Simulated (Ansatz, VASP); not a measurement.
# Cross-check of BN (BN (F-43m)) between VASP and Ansatz

Aim: how closely do two programs agree when they are given the same cell, functional and k mesh? Of the first pair: The cell is taken from a series of runs on this material, whose earlier steps may have relaxed, scaled, displaced or heated it; both programs get it as it stands.

Calculated with Ansatz 0.2.0; plane waves, with VASP 6.6.1 beside it; single point at r2SCAN.

### Step 1. Starting point

The cell holds 128 atoms: 64 B and 64 N. Cell: a = 10.207 Å, b = 10.207 Å, c = 10.207 Å, α = 60.0°, β = 60.0°, γ = 60.0°.

### Step 2. VASP: single point, r2SCAN, pair 1

With cell and atoms fixed, the geometry can't cause a difference; cores, projectors, grids and the points listed under the comparison can.

Lines of VASP's logs that name or quote its potential files are left out, and so is its time.

The input, INCAR:

```
SYSTEM = BN
PREC = Accurate
ENCUT = 580
EDIFF = 1E-06
NELM = 120
ISMEAR = -1
SIGMA = 0.01
LREAL = Auto
ALGO = Normal
METAGGA = R2SCAN
LASPH = .TRUE.
NBANDS = 352
LORBIT = 11
LWAVE = .FALSE.
LCHARG = .FALSE.
ISIF = 2
ISYM = 2
GGA_COMPAT = .FALSE.
EFERMI = MIDGAP
LMIXTAU = .TRUE.
NCORE = 4
```

The input, POSCAR:

```
BN
1.0
    0.0000000000      7.2177244223      7.2177244223
    7.2177244223      0.0000000000      7.2177244223
    7.2177244223      7.2177244223      0.0000000000
B N
64 64
Direct
    0.0000000000      0.0000000000      0.0000000000
    0.0000000000      0.0000000000      0.2500000000
    0.0000000000      0.0000000000      0.5000000000
    0.0000000000      0.0000000000      0.7500000000
    0.0000000000      0.2500000000      0.0000000000
    0.0000000000      0.2500000000      0.2500000000
    0.0000000000      0.2500000000      0.5000000000
    0.0000000000      0.2500000000      0.7500000000
    0.0000000000      0.5000000000      0.0000000000
    0.0000000000      0.5000000000      0.2500000000
    0.0000000000      0.5000000000      0.5000000000
    0.0000000000      0.5000000000      0.7500000000
    0.0000000000      0.7500000000      0.0000000000
    0.0000000000      0.7500000000      0.2500000000
    0.0000000000      0.7500000000      0.5000000000
    0.0000000000      0.7500000000      0.7500000000
    0.2500000000      0.0000000000      0.0000000000
    0.2500000000      0.0000000000      0.2500000000
    0.2500000000      0.0000000000      0.5000000000
    0.2500000000      0.0000000000      0.7500000000
    0.2500000000      0.2500000000      0.0000000000
    0.2500000000      0.2500000000      0.2500000000
    0.2500000000      0.2500000000      0.5000000000
    0.2500000000      0.2500000000      0.7500000000
    0.2500000000      0.5000000000      0.0000000000
    0.2500000000      0.5000000000      0.2500000000
    0.2500000000      0.5000000000      0.5000000000
    0.2500000000      0.5000000000      0.7500000000
    0.2500000000      0.7500000000      0.0000000000
    0.2500000000      0.7500000000      0.2500000000
[... 92 atom lines left out ...]
    0.8125000000      0.5625000000      0.5625000000
    0.8125000000      0.5625000000      0.8125000000
    0.8125000000      0.8125000000      0.0625000000
    0.8125000000      0.8125000000      0.3125000000
    0.8125000000      0.8125000000      0.5625000000
    0.8125000000      0.8125000000      0.8125000000
```

The input, KPOINTS:

```
Points of the shifted mesh
1
Reciprocal
 0.2500000000  0.2500000000  0.2500000000 1
```

Potentials, in the order of the species: B and N (PBE family, release 64).

Launch:

```sh
$ mpirun -np 16 vasp_std
```

Numbers of over 12 decimals in the logs are rounded to 6 here.

The program printed:

```text
[banner, memory and clock lines left out]
running   16 mpi-ranks, on    1 nodes
[...]
|                                                                             |
|               ----> ADVICE to this user running VASP <----                  |
|                                                                             |
|     You enforced a specific xc type in the INCAR file but a different       |
|     [... a line on the potential file left out ...]
|     I HOPE YOU KNOW WHAT YOU ARE DOING!                                     |
|                                                                             |

 LDA part: xc-table for (None), standard interpolation
 POSCAR, INCAR and KPOINTS ok, starting setup
[...]
entering main loop
       N       E                     dE             d eps       ncg     rms          rms(c)
DAV:   1     0.231126530806E+04    0.23113E+04   -0.30078E+05   704   0.162E+03
DAV:   2    -0.124202656946E+04   -0.35533E+04   -0.33951E+04   856   0.376E+02
DAV:   3    -0.143060406552E+04   -0.18858E+03   -0.18703E+03   888   0.882E+01
DAV:   4    -0.143333152157E+04   -0.27275E+01   -0.27178E+01   864   0.105E+01
[...]
DAV:  23    -0.122475562074E+04   -0.22969E-05   -0.69452E-07   424   0.201E-03    0.509E-04
DAV:  24    -0.122475562185E+04   -0.11072E-05   -0.16551E-07   424   0.993E-04    0.107E-03
DAV:  25    -0.122475562185E+04   -0.47075E-08   -0.93849E-09   424   0.220E-04
   1 F= -.12247556E+04 E0= -.12247556E+04  d E =0.000000E+00
```

OUTCAR, selected parts (step 2):

```text
  FREE ENERGIE OF THE ION-ELECTRON SYSTEM (eV)
  ---------------------------------------------------
  free  energy   TOTEN  =     -1224.7556218541 eV

  energy  without entropy=    -1224.7556218541  energy(sigma->0) =    -1224.75562185
```

The run ends at a pressure of 1.81 GPa.

### Step 3. Ansatz: single point, r2SCAN, pair 1

Ansatz runs on its PAW soft_1 files.

The same cell, functional, mesh and smearing now go to Ansatz.

The input, input.yaml:

```yaml
crystal:
  lattice:
    - [0.0, 7.2177244223, 7.2177244223]
    - [7.2177244223, 0.0, 7.2177244223]
    - [7.2177244223, 7.2177244223, 0.0]
  atoms:
    - { symbol: B, position: [0.0, 0.0, 0.0] }
    - { symbol: "N", position: [0.0625, 0.0625, 0.0625] }
    - { symbol: B, position: [0.0, 0.0, 0.25] }
    - { symbol: "N", position: [0.0625, 0.0625, 0.3125] }
    - { symbol: B, position: [0.0, 0.0, 0.5] }
    - { symbol: "N", position: [0.0625, 0.0625, 0.5625] }
    - { symbol: B, position: [0.0, 0.0, 0.75] }
    - { symbol: "N", position: [0.0625, 0.0625, 0.8125] }
    - { symbol: B, position: [0.0, 0.25, 0.0] }
    - { symbol: "N", position: [0.0625, 0.3125, 0.0625] }
    - { symbol: B, position: [0.0, 0.25, 0.25] }
    - { symbol: "N", position: [0.0625, 0.3125, 0.3125] }
    - { symbol: B, position: [0.0, 0.25, 0.5] }
    - { symbol: "N", position: [0.0625, 0.3125, 0.5625] }
    - { symbol: B, position: [0.0, 0.25, 0.75] }
    - { symbol: "N", position: [0.0625, 0.3125, 0.8125] }
    - { symbol: B, position: [0.0, 0.5, 0.0] }
    - { symbol: "N", position: [0.0625, 0.5625, 0.0625] }
    - { symbol: B, position: [0.0, 0.5, 0.25] }
    - { symbol: "N", position: [0.0625, 0.5625, 0.3125] }
    - { symbol: B, position: [0.0, 0.5, 0.5] }
    - { symbol: "N", position: [0.0625, 0.5625, 0.5625] }
    - { symbol: B, position: [0.0, 0.5, 0.75] }
    - { symbol: "N", position: [0.0625, 0.5625, 0.8125] }
    - { symbol: B, position: [0.0, 0.75, 0.0] }
    - { symbol: "N", position: [0.0625, 0.8125, 0.0625] }
    - { symbol: B, position: [0.0, 0.75, 0.25] }
    - { symbol: "N", position: [0.0625, 0.8125, 0.3125] }
    - { symbol: B, position: [0.0, 0.75, 0.5] }
    - { symbol: "N", position: [0.0625, 0.8125, 0.5625] }
    - { symbol: B, position: [0.0, 0.75, 0.75] }
    - { symbol: "N", position: [0.0625, 0.8125, 0.8125] }
    - { symbol: B, position: [0.25, 0.0, 0.0] }
    - { symbol: "N", position: [0.3125, 0.0625, 0.0625] }
    - { symbol: B, position: [0.25, 0.0, 0.25] }
    - { symbol: "N", position: [0.3125, 0.0625, 0.3125] }
    - { symbol: B, position: [0.25, 0.0, 0.5] }
    - { symbol: "N", position: [0.3125, 0.0625, 0.5625] }
    - { symbol: B, position: [0.25, 0.0, 0.75] }
    - { symbol: "N", position: [0.3125, 0.0625, 0.8125] }
    - { symbol: B, position: [0.25, 0.25, 0.0] }
    - { symbol: "N", position: [0.3125, 0.3125, 0.0625] }
    - { symbol: B, position: [0.25, 0.25, 0.25] }
    - { symbol: "N", position: [0.3125, 0.3125, 0.3125] }
    - { symbol: B, position: [0.25, 0.25, 0.5] }
    - { symbol: "N", position: [0.3125, 0.3125, 0.5625] }
    - { symbol: B, position: [0.25, 0.25, 0.75] }
    - { symbol: "N", position: [0.3125, 0.3125, 0.8125] }
    - { symbol: B, position: [0.25, 0.5, 0.0] }
    - { symbol: "N", position: [0.3125, 0.5625, 0.0625] }
    - { symbol: B, position: [0.25, 0.5, 0.25] }
    - { symbol: "N", position: [0.3125, 0.5625, 0.3125] }
    - { symbol: B, position: [0.25, 0.5, 0.5] }
    - { symbol: "N", position: [0.3125, 0.5625, 0.5625] }
    - { symbol: B, position: [0.25, 0.5, 0.75] }
    - { symbol: "N", position: [0.3125, 0.5625, 0.8125] }
    - { symbol: B, position: [0.25, 0.75, 0.0] }
    - { symbol: "N", position: [0.3125, 0.8125, 0.0625] }
    - { symbol: B, position: [0.25, 0.75, 0.25] }
    - { symbol: "N", position: [0.3125, 0.8125, 0.3125] }
    - { symbol: B, position: [0.25, 0.75, 0.5] }
    - { symbol: "N", position: [0.3125, 0.8125, 0.5625] }
    - { symbol: B, position: [0.25, 0.75, 0.75] }
    - { symbol: "N", position: [0.3125, 0.8125, 0.8125] }
    - { symbol: B, position: [0.5, 0.0, 0.0] }
    - { symbol: "N", position: [0.5625, 0.0625, 0.0625] }
    - { symbol: B, position: [0.5, 0.0, 0.25] }
    - { symbol: "N", position: [0.5625, 0.0625, 0.3125] }
    - { symbol: B, position: [0.5, 0.0, 0.5] }
    - { symbol: "N", position: [0.5625, 0.0625, 0.5625] }
    - { symbol: B, position: [0.5, 0.0, 0.75] }
    - { symbol: "N", position: [0.5625, 0.0625, 0.8125] }
    - { symbol: B, position: [0.5, 0.25, 0.0] }
    - { symbol: "N", position: [0.5625, 0.3125, 0.0625] }
    - { symbol: B, position: [0.5, 0.25, 0.25] }
    - { symbol: "N", position: [0.5625, 0.3125, 0.3125] }
    - { symbol: B, position: [0.5, 0.25, 0.5] }
    - { symbol: "N", position: [0.5625, 0.3125, 0.5625] }
    - { symbol: B, position: [0.5, 0.25, 0.75] }
    - { symbol: "N", position: [0.5625, 0.3125, 0.8125] }
    - { symbol: B, position: [0.5, 0.5, 0.0] }
    - { symbol: "N", position: [0.5625, 0.5625, 0.0625] }
    - { symbol: B, position: [0.5, 0.5, 0.25] }
    - { symbol: "N", position: [0.5625, 0.5625, 0.3125] }
    - { symbol: B, position: [0.5, 0.5, 0.5] }
    - { symbol: "N", position: [0.5625, 0.5625, 0.5625] }
    - { symbol: B, position: [0.5, 0.5, 0.75] }
    - { symbol: "N", position: [0.5625, 0.5625, 0.8125] }
    - { symbol: B, position: [0.5, 0.75, 0.0] }
    - { symbol: "N", position: [0.5625, 0.8125, 0.0625] }
    - { symbol: B, position: [0.5, 0.75, 0.25] }
    - { symbol: "N", position: [0.5625, 0.8125, 0.3125] }
    - { symbol: B, position: [0.5, 0.75, 0.5] }
    - { symbol: "N", position: [0.5625, 0.8125, 0.5625] }
    - { symbol: B, position: [0.5, 0.75, 0.75] }
    - { symbol: "N", position: [0.5625, 0.8125, 0.8125] }
    - { symbol: B, position: [0.75, 0.0, 0.0] }
    - { symbol: "N", position: [0.8125, 0.0625, 0.0625] }
    - { symbol: B, position: [0.75, 0.0, 0.25] }
    - { symbol: "N", position: [0.8125, 0.0625, 0.3125] }
    - { symbol: B, position: [0.75, 0.0, 0.5] }
    - { symbol: "N", position: [0.8125, 0.0625, 0.5625] }
    - { symbol: B, position: [0.75, 0.0, 0.75] }
    - { symbol: "N", position: [0.8125, 0.0625, 0.8125] }
    - { symbol: B, position: [0.75, 0.25, 0.0] }
    - { symbol: "N", position: [0.8125, 0.3125, 0.0625] }
    - { symbol: B, position: [0.75, 0.25, 0.25] }
    - { symbol: "N", position: [0.8125, 0.3125, 0.3125] }
    - { symbol: B, position: [0.75, 0.25, 0.5] }
    - { symbol: "N", position: [0.8125, 0.3125, 0.5625] }
    - { symbol: B, position: [0.75, 0.25, 0.75] }
    - { symbol: "N", position: [0.8125, 0.3125, 0.8125] }
    - { symbol: B, position: [0.75, 0.5, 0.0] }
    - { symbol: "N", position: [0.8125, 0.5625, 0.0625] }
    - { symbol: B, position: [0.75, 0.5, 0.25] }
    - { symbol: "N", position: [0.8125, 0.5625, 0.3125] }
    - { symbol: B, position: [0.75, 0.5, 0.5] }
    - { symbol: "N", position: [0.8125, 0.5625, 0.5625] }
    - { symbol: B, position: [0.75, 0.5, 0.75] }
    - { symbol: "N", position: [0.8125, 0.5625, 0.8125] }
    - { symbol: B, position: [0.75, 0.75, 0.0] }
    - { symbol: "N", position: [0.8125, 0.8125, 0.0625] }
    - { symbol: B, position: [0.75, 0.75, 0.25] }
    - { symbol: "N", position: [0.8125, 0.8125, 0.3125] }
    - { symbol: B, position: [0.75, 0.75, 0.5] }
    - { symbol: "N", position: [0.8125, 0.8125, 0.5625] }
    - { symbol: B, position: [0.75, 0.75, 0.75] }
    - { symbol: "N", position: [0.8125, 0.8125, 0.8125] }
basis:
  ecutwfc: 500
  xc_grid: 2
hamiltonian:
  xc: r2scan
  pseudopotentials: { kind: paw, azcp: { folder: soft_1 } }
kpoints:
  mp_grid: { grid: [1, 1, 1], shift: [0.25, 0.25, 0.25] }
scf:
  occupations: { method: fermi_dirac, width: 0.01 }
  max_iter: 80
```

Launch:

```sh
$ ansatz run input.yaml --threads 8 --pin off --max-ram 22609MiB --backend cpu --events-out ev --progress --plain --runs-dir out
```

The program printed:

```text
Engine: ansatz 0.2.0, aarch64-unknown-linux-gnu
Pseudopotentials: kind: paw
Pseudopotential: B, paw, valence charge 3, recommended cutoff 500 eV (meta_gga), soft_1/B.paw.azcp
Pseudopotential: N, paw, valence charge 5, recommended cutoff 500 eV (meta_gga), soft_1/N.paw.azcp
Functional definition: r2SCAN
  parameter k0 = 0.174
  parameter k1 = 0.065
  parameter a1 = 4.9479
  exchange = r2scan_x(k0 = k0, k1 = k1, a1 = a1)
  correlation = r2scan_c
Crystal: 128 atoms, lattice volume = 752.023 Å³
Basis set: ecut = 500 eV, 19195 PW (Γ), exchange–correlation on 150×150×150 points (8 copies of the dense FFT grid, shifted against one another)
Bands: 384, of which v1, the nominal top of the filled ones, is band 256 counted from 1 (255 counted from 0)
Symmetry: 384 space group operations
k-points: 1
Non-local potential: B, projectors of the file, l = 0: 2, l = 1: 2, l = 2: 1
Non-local potential: N, projectors of the file, l = 0: 2, l = 1: 2, l = 2: 1
PAW form: soft (Blöchl's): semilocal exchange-correlation on the pseudo side does not see the compensation charge
PAW frozen core: B, regenerated for the run's functional (the file was generated under x = pbe(κ = 0.804, μ = 0.219515), c = pbe(β = 0.066725))
PAW frozen core: N, regenerated for the run's functional (the file was generated under x = pbe(κ = 0.804, μ = 0.219515), c = pbe(β = 0.066725))
PAW one-centre angular grid: B, 302 points (default); XC on 223 of its mesh's 2233 points in the sphere
PAW one-centre angular grid: N, 302 points (default); XC on 160 Gauss nodes
Initial density: superposition of atomic densities (chi_scale 0.1, normalization cell, long waves kept (reshape's long-wave potential 0.00 eV rms))
Initial wavefunctions: pseudopotential atomic-orbital guess
Functional: x = r2scan, c = r2scan; τ floored in thin density (d = 2e-4 eV/Å³)
SCF iter   1: F=—  HF=-34830.809460 eV  |F-HF|=—  |Δ(HF+E_count)|=         —  Δρ=1.47e-1  dr2=1.31e2  dr2_τ=3.20e1  ethr=3.10e-3  ⟨swp⟩=6.0  Hψ=1692  notcnv=0  defer=27
preconditioner: auto → Resta (q_TF=auto, 2.559 Å⁻¹)  ε∞=3.5  [insulator: Δε(μ)=6.330 eV  Ē_g=19.382 eV  σ=0.010 eV  W_gap=1.00  n_scr=180 (ndim 8)  ℏωp=30.6 eV  f_vac=0.000  D(μ)=0.00/eV (n_scr^D=0)  ε∞_Penn≈3.5]
SCF iter   2: F=—  HF=-34810.445021 eV  |F-HF|=—  |Δ(HF+E_count)|=    2.04e1  Δρ=6.68e-2  dr2=2.18e1  dr2_τ=2.42e0  ethr=3.10e-3  ⟨swp⟩=3.0  Hψ=712  notcnv=0  defer=119
SCF iter   3: F=—  HF=-34814.137274 eV  |F-HF|=—  |Δ(HF+E_count)|=    3.69e0  Δρ=2.44e-2  dr2=3.10e0  dr2_τ=2.21e-1  ethr=3.10e-3  ⟨swp⟩=3.0  Hψ=472  notcnv=0  defer=32
automatic band count: iteration 3 solves 297 bands in place of 384: the levels show a gap, and the empty bands left out lie too high to hold charge; the band table lists the bands solved (type scf.n_extra_bands for more)
SCF iter   4: F=—  HF=-34814.212149 eV  |F-HF|=—  |Δ(HF+E_count)|=   7.49e-2  Δρ=2.26e-3  dr2=1.02e-2  dr2_τ=3.05e-3  ethr=6.05e-4  ⟨swp⟩=3.0  Hψ=530  notcnv=0  defer=32
SCF iter   5: F=—  HF=-34814.225320 eV  |F-HF|=—  |Δ(HF+E_count)|=   1.32e-2  Δρ=3.04e-4  dr2=5.19e-4  dr2_τ=3.63e-5  ethr=1.99e-6  ⟨swp⟩=3.0  Hψ=533  notcnv=0  defer=32
SCF iter   6: F=—  HF=-34814.226331 eV  |F-HF|=—  |Δ(HF+E_count)|=   1.01e-3  Δρ=3.15e-5  dr2=3.38e-6  dr2_τ=3.56e-7  ethr=1.01e-7  ⟨swp⟩=2.0  Hψ=553  notcnv=0  defer=32
SCF iter   7: F=-34814.226335 eV  HF=-34814.226335 eV  |F-HF|=3.32e-8  |Δ(HF+E_count)|=   3.32e-6  Δρ=3.97e-6  dr2=7.74e-8  dr2_τ=3.92e-9  ethr=1.47e-10  ⟨swp⟩=3.0  Hψ=728  notcnv=0
SCF 1 converged in 7 iterations: F = -34814.226335 eV  dr2 = 7.74e-8
  greatest PAW one-centre occupation: 0.799 electrons in one spin orbital (limit 2), on the N atom at site 127 (counted from 0), in its partial waves of l = 0
SCF converged after 7 iterations
Free energy (F): -34814.226335 eV
Harris-Foulkes:  -34814.226335 eV  (|F-HF|=3.32e-8)
Internal energy: -34814.226335 eV  (E = F + TS)
E sigma→0 (E₀):  -34814.226335 eV
Fermi energy:    13.701941 eV
--- Per-component energies (eV) ---
  E_band       = 1434.946942
  E_kinetic    = 11800.525011
  E_local      = -10146.772180  (includes V_loc(G=0)·N_el)
  E_nonlocal   = 2661.732043
  E_hartree    = 3168.876389
  E_xc         = -5888.257917
  E_vxc        = -8106.026186  (∫ρ·V_xc dr)
  E_paw        = -13431.630575  (= ΣΔE_a)
  E_vpaw       = -1554.192231  (= ΣTr[D̂ρ^β])
  E_aug_tail   = 0.000478  (compensation charges beyond the density's cutoff)
  E_vtau       = 441.915384  (kinetic-family band-sum trace: ∫τ·v_τ [+ j·A + Jᵃ·Aᵃ] dr)
  E_ewald      = -22975.627132
  E_core_change = -3.072450  (= ΣΔE_core)
  E_smearing   = -0.000000  (= −TS)
  E_closure    = 0.000000  (closes the sum)
  Σ components = -34814.226335   (vs F -34814.226335, Δ=0.00e0)
```

Reading the cycles: dr2 is the Hartree energy of the density residual (eV), the measure of convergence; HF is the Harris–Foulkes estimate of the energy, which meets the free energy F at convergence.

### Step 4. Differences

Known differences besides the potentials themselves: VASP keeps PBE cores, Ansatz makes them for the functional; the cutoff is 500 eV in Ansatz and 580 eV in VASP (PREC = Accurate, projectors in real space). Total energies have different zeros and are not compared.

The two programs side by side:

| quantity | Ansatz | VASP | difference |
| --- | --- | --- | --- |
| gap on the k mesh (eV) | 5.434 | 5.421 | +0.013 |

A gap on the mesh is an upper bound, since the band edges may lie between its points.

### Step 5. Ansatz: relaxation, r2SCAN

The two programs are compared at the cell with which this relaxation starts, whose forces are those of its first step.

The structure compared here is the start of the Ansatz relaxation; VASP solves that cell, so the two are compared at the walk's first step.

input.yaml, the sections that differ from step 3:

```yaml
crystal:
  lattice:
    - [0.0, 1.80443111, 1.80443111]
    - [1.80443111, 0.0, 1.80443111]
    - [1.80443111, 1.80443111, 0.0]
  atoms:
    - { symbol: B, position: [0.0, 0.0, 0.0] }
    - { symbol: "N", position: [0.25, 0.25, 0.25] }
  supercell: [4, 4, 4]
  defects: [{ substitution: { at: 53, symbol: B } }]
total_charge: -2
scf:
  occupations: { method: fixed }
  max_iter: 60
output:
  forces: true
  charged_corrections: { epsilon: 4.64, static_epsilon: 6.93 }
relax:
  f_tol: 0.02
  max_steps: 80
  random_displacement: { amplitude: 0.05, seed: 1409 }
checkpoint:
  write: "../qm2.relax.run"
  compress: false
  write_wavefunctions: true
  write_every: 100000
# basis, hamiltonian, kpoints: as in step 3
```

The program printed:

```text
[...]
Crystal: 128 atoms, lattice volume = 752.023 Å³
Basis set: ecut = 500 eV, 19195 PW (Γ), exchange–correlation on 150×150×150 points (8 copies of the dense FFT grid, shifted against one another)
Bands: 384, of which v1, the nominal top of the filled ones, is band 256 counted from 1 (255 counted from 0)
Symmetry: 1 space group operations
k-points: 1
[...]
SCF iter   1: F=—  HF=-34569.608147 eV  |F-HF|=—  |Δ(HF+E_count)|=         —  Δρ=1.46e-1  dr2=1.53e2  dr2_τ=3.26e1  ethr=3.10e-3  ⟨swp⟩=5.0  Hψ=1303  notcnv=0  defer=125
[...]
- { symbol: B, position: [0.251190, -0.000830231, 0.500564] }
    - { symbol: N, position: [0.312960, 0.062394, 0.562373] }
[...]
- { symbol: B, position: [0.749994, 0.749834, -0.000579486] }
    - { symbol: N, position: [0.812777, 0.812562, 0.062196] }
    - { symbol: B, position: [0.749788, 0.749525, 0.250141] }
    - { symbol: N, position: [0.812790, 0.812558, 0.312341] }
    - { symbol: B, position: [0.750001, 0.749763, 0.500379] }
    - { symbol: N, position: [0.812178, 0.812720, 0.562411] }
    - { symbol: B, position: [0.750256, 0.749869, 0.749709] }
    - { symbol: N, position: [0.812185, 0.812716, 0.812540] }
```

(Part 1 of 2 ends here.)

[Lines on the potential files, build, host, timing and source positions are cut from VASP's logs without a mark.]

[Logs are printed without paths, hosts, clocks, repeated set-up lines and the standing remarks that a program may print on its own settings, such as how far it seeks lower states.]

[Hosts, paths, dates, database ids (printed as entryN), source tags and the programs' standing remarks are cut or masked in the printed files.]
